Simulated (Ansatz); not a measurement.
# HgTe (Fm-3m) in Ansatz: notebook, part 2 of 2

Ansatz 0.2.0. Earlier steps stand in the parts before.

## (4) Single point, PBE

input.yaml reads:

```yaml
crystal:
  lattice:
    - [0.0, 3.18, 3.18]
    - [3.18, 0.0, 3.18]
    - [3.18, 3.18, 0.0]
  atoms:
    - { symbol: Hg, position: [0.0, 0.0, 0.0] }
    - { symbol: Te, position: [0.5, 0.5, 0.5] }
hamiltonian:
  xc: pbe
  pseudopotentials: { kind: paw }
kpoints:
  mp_grid: { grid: [7, 7, 7] }
scf:
  occupations: { method: gaussian, width: 0.03 }
output:
  forces: true
  stress: true
  eigenvalues: true
```

Potentials or basis: Ansatz PAW.

Command:

```sh
ansatz run input.yaml --threads 2 --pin off --max-ram 5632MiB --backend cpu --events-out ev --progress --plain --runs-dir out
```

The log of the run:

```text
Warning: RAYON_NUM_THREADS=2 ignored (pool sized by the plan → 2); use --threads N
Engine: ansatz 0.2.0, x86_64-unknown-linux-gnu
Pseudopotentials: kind: paw
Pseudopotential: Hg, paw, valence charge 20, recommended cutoff 420 eV (normal), Hg.paw.azcp
Pseudopotential: Te, paw, valence charge 16, recommended cutoff 420 eV (normal), Te.paw.azcp
Functional definition: PBE
  parameter kappa = 0.804
  parameter beta = 0.06672455060314922
  exchange = pbe_x(kappa = kappa, mu = beta*pi^2/3)
  correlation = pbe_c(beta = beta)
Crystal: 2 atoms, lattice volume = 64.315 Å³
Basis set: ecut = 420 eV, 1243 PW (Γ), exchange–correlation on 64×64×64 points (8 copies of the dense FFT grid, shifted against one another)
Bands: 22, of which v1, the nominal top of the filled ones, is band 18 counted from 1 (17 counted from 0)
Symmetry: 48 space group operations
Space group: Fm-3m (ITA 225), of the structure as read, at distance tolerance 4.0e-5 Å
k-points: 20 of 343
Non-local potential: Hg, projectors of the file, l = 0: 3, l = 1: 2, l = 2: 2, l = 3: 1
Non-local potential: Te, projectors of the file, l = 0: 2, l = 1: 2, l = 2: 2, l = 3: 2
PAW form: soft (Blöchl's): semilocal exchange-correlation on the pseudo side does not see the compensation charge
PAW one-centre angular grid: Hg, 590 points (default); XC on 64 Gauss nodes
PAW one-centre angular grid: Te, 590 points (default); XC on 64 Gauss nodes
Initial density: superposition of atomic densities (neutral atoms: chi_scale 0, normalization atom), corrected by the library's trained network
Initial wavefunctions: pseudopotential atomic-orbital guess
Functional: x = pbe(κ = 0.804, μ = 0.2195149727645171), c = pbe(β = 0.06672455060314922)
SCF iter   1: F=—  HF=-20793.376225 eV  |F-HF|=—  |Δ(HF+E_count)|=         —  Δρ=8.01e-4  dr2=5.58e-4  ethr=1.77e-3  ⟨swp⟩=6.1  Hψ=2070  notcnv=0
preconditioner: auto → LDOS  [insulator: Δε(μ)=0.114 eV  Ē_g=9.902 eV  σ=0.030 eV  W_gap=0.75  n_scr=14 (ndim 8)  ℏωp=19.6 eV  f_vac=0.047  D(μ)=1.05/eV (n_scr^D=8)  ε∞_Penn≈4.9  β→1.0]
SCF iter   2: F=—  HF=-20793.376540 eV  |F-HF|=—  |Δ(HF+E_count)|=   3.15e-4  Δρ=5.88e-4  dr2=1.65e-4  ethr=1.55e-6  ⟨swp⟩=3.0  Hψ=1131  notcnv=0  defer=1
SCF iter   3: F=—  HF=-20793.376490 eV  |F-HF|=—  |Δ(HF+E_count)|=   4.97e-5  Δρ=1.31e-4  dr2=1.20e-5  ethr=4.59e-7  ⟨swp⟩=2.0  Hψ=782  notcnv=0  defer=1
SCF iter   4: F=—  HF=-20793.376491 eV  |F-HF|=—  |Δ(HF+E_count)|=   1.07e-6  Δρ=2.20e-5  dr2=3.76e-7  ethr=3.34e-8  ⟨swp⟩=2.0  Hψ=620  notcnv=0  defer=1
iter 5 did not close the SCF: its close was put off for the readings that it lacked (scf_convergence_deferred on its scf_iter line)
SCF iter   5: F=-20793.376491 eV  HF=-20793.376491 eV  |F-HF|=4.69e-10  |Δ(HF+E_count)|=   3.97e-8  Δρ=5.24e-6  dr2=1.03e-8  ethr=1.05e-9  ⟨swp⟩=2.0  Hψ=720  notcnv=0  defer=1
SCF iter   6: F=-20793.376491 eV  HF=-20793.376491 eV  |F-HF|=4.77e-10  |Δ(HF+E_count)|=   4.66e-9  Δρ=1.00e-6  dr2=5.30e-10  ethr=2.87e-11  ⟨swp⟩=2.9  Hψ=1689  notcnv=0
SCF 1 converged in 6 iterations: F = -20793.376491 eV  dr2 = 5.30e-10
SCF converged after 6 iterations
Free energy (F): -20793.376491 eV
Harris-Foulkes:  -20793.376491 eV  (|F-HF|=4.77e-10)
Internal energy: -20793.376020 eV  (E = F + TS)
E sigma→0 (E₀):  -20793.376255 eV
Entropy (-TS):   -0.000472 eV (-0.236 meV/atom)
Fermi energy:    9.034406 eV
--- Per-component energies (eV) ---
  E_band       = -741.806494
  E_kinetic    = 780.979630
  E_local      = -4285.721897  (includes V_loc(G=0)·N_el)
  E_nonlocal   = -237.496644
  E_hartree    = 2092.890523
  E_xc         = -342.932323
  E_vxc        = -364.001372  (∫ρ·V_xc dr)
  E_paw        = -14606.748109  (= ΣΔE_a)
  E_vpaw       = -821.348317  (= ΣTr[D̂ρ^β])
  E_aug_tail   = 0.000743  (compensation charges beyond the density's cutoff)
  E_ewald      = -4194.347942
  E_smearing   = -0.000472  (= −TS)
  E_closure    = 0.000000  (closes the sum)
  Σ components = -20793.376491   (vs F -20793.376491, Δ=0.00e0)
--- Forces (eV/Å), atoms counted from 1 ---
  atom   1  Hg    -0.00000000     0.00000000     0.00000000
  atom   2  Te     0.00000000    -0.00000000     0.00000000
  max |Σ_I F_I| component: 3.62e-29 eV/Å
--- Stress (GPa, compression-positive) ---
       -3.751921       0.000000      -0.000000
        0.000000      -3.751921       0.000000
       -0.000000       0.000000      -3.751921
  P = ⅓ Tr σ = -3.7519 GPa (-37.519 kbar)
--- Band table (eV; the first three rows and the last of 20) ---
  k-point 0: bands = ["-105.3106", "-53.7604", "-53.7604", "-53.7604", "-27.4225", "-27.4225", "-27.4225", "-27.4212", "-27.4212", "-2.2372", "2.7370", "2.7370", "2.7858", "2.7858", "2.7858", "7.6420", "8.4683", "8.4683", "8.4683", "16.4767", "16.4767", "16.4767"]
  k-point 1: bands = ["-105.3106", "-53.7605", "-53.7604", "-53.7604", "-27.4225", "-27.4225", "-27.4225", "-27.4212", "-27.4212", "-2.1029", "2.6921", "2.6921", "2.7716", "2.8046", "2.8046", "6.3317", "8.5843", "8.5843", "9.7175", "14.8290", "15.3976", "15.3976"]
  k-point 2: bands = ["-105.3106", "-53.7605", "-53.7604", "-53.7604", "-27.4224", "-27.4223", "-27.4223", "-27.4210", "-27.4210", "-1.7578", "2.5887", "2.5887", "2.7070", "2.8545", "2.8545", "4.9428", "8.8683", "8.8683", "10.9103", "13.2978", "14.0830", "14.0830"]
  k-point 19: bands = ["-105.3106", "-53.7605", "-53.7605", "-53.7605", "-27.4223", "-27.4220", "-27.4216", "-27.4213", "-27.4209", "-1.3588", "2.5991", "2.7514", "2.8149", "2.9429", "3.1540", "4.9970", "6.2324", "7.0675", "10.2408", "13.7623", "15.4489", "16.0251"]
```

It took 1.7 s on 2 threads of Intel Xeon Platinum 8259CL at 2.50GHz (Skylake/Cascade Lake), shared host; peak memory 0.36 GiB.

What came out:

```
Free energy            : -20793.3765 eV
Pressure               : -3.8 GPa
Band gap on the k mesh : none (metal or under the smearing width)
```

Levels at points of the mesh, in eV from the Fermi level:
```
           k point  band 16  band 17  band 18  band 19  band 20  band 21
(0.00, 0.00, 0.00)    -1.39    -0.57    -0.57    -0.57     7.44     7.44
```

Spin-orbit coupling is left out, which matters for the levels of Hg, Te.

## (5) Summary

```tsv
task	level	cell	smearing	gap on the mesh (eV)	pressure (GPa)
relaxation of cell and atoms	BLYP+D4	relaxed	fermi-dirac 0.05 eV	none	0.0
single point	PBE	as given	gaussian 0.029 eV	none	-3.8
single point	PBE	as given	gaussian 0.03 eV	none	-3.8
```

Alike in all rows: potentials or basis Ansatz PAW; no spin polarisation; k mesh 7 × 7 × 7; cutoff (eV) 420.

Caveats: the plane-wave basis is chosen anew once the cell has moved, so the energies of steps on either side of that aren't comparable (some runs); the volume moved by -11 % from the deposited cell, more than functionals usually miss (some runs); pairwise dispersion overbinds metals, which lowers pressure and volume (some runs); the PAW data sets come from PBE, with cores solved anew for the run's functional, which leaves a small shift of forces and pressure (some runs).

Absolute energies hang on the potentials; compare differences alone.
